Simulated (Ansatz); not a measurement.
The system is GaSb.

```xyz
2
Lattice="0.0000 3.0590 3.0590 3.0590 0.0000 3.0590 3.0590 3.0590 0.0000" Properties=species:S:1:pos:R:3 pbc="T T T"
Sb    4.5885    4.5885    4.5885
Ga    0.0000    0.0000    0.0000
```

| Item | Value |
| --- | --- |
| Program | Ansatz 0.2.0 |
| Task | relaxation of cell and atoms |
| Functional | PBEsol0 |
| Potentials or basis | Ansatz PAW |
| Cutoff | 420 eV (not typed: the program's choice for these potentials) |
| k mesh | 4 × 4 × 4 |
| Occupations | fermi-dirac, width 0.05 eV |
| Spin | no spin polarisation |

At the start: volume 28.62 Å³/atom.

Task: Where does the relaxation end?

Result: It ends after 4 steps and the volume is 28.06 Å³/atom (-2.0 %); space group F-43m (No. 216, to 0.05 Å).

Step by step:
```tsv
step	energy change (eV)	largest force (eV/Å)	volume (Å³)
1	0.0000	0.0000	57.25
2	-0.0039	0.0000	55.54
3	-0.0047	0.0000	56.11
4	-0.0043	0.0000	56.11
```

Final structure:
```
Sb Ga
1.0
     0.00000    3.03859    3.03859
     3.03859    0.00000    3.03859
     3.03859    3.03859    0.00000
Sb Ga
1 1
Direct
  0.75000 0.75000 0.75000
  0.00000 0.00000 0.00000
```

Caveat: the k mesh is coarse (spacing up to 0.44 Å⁻¹), so the values aren't converged, least of all with exact exchange; the plane-wave basis is chosen anew once the cell has moved, so the energies of steps on either side of that aren't comparable; the PAW data sets come from PBE, with cores solved anew for the run's functional, which leaves a small shift of forces and pressure.
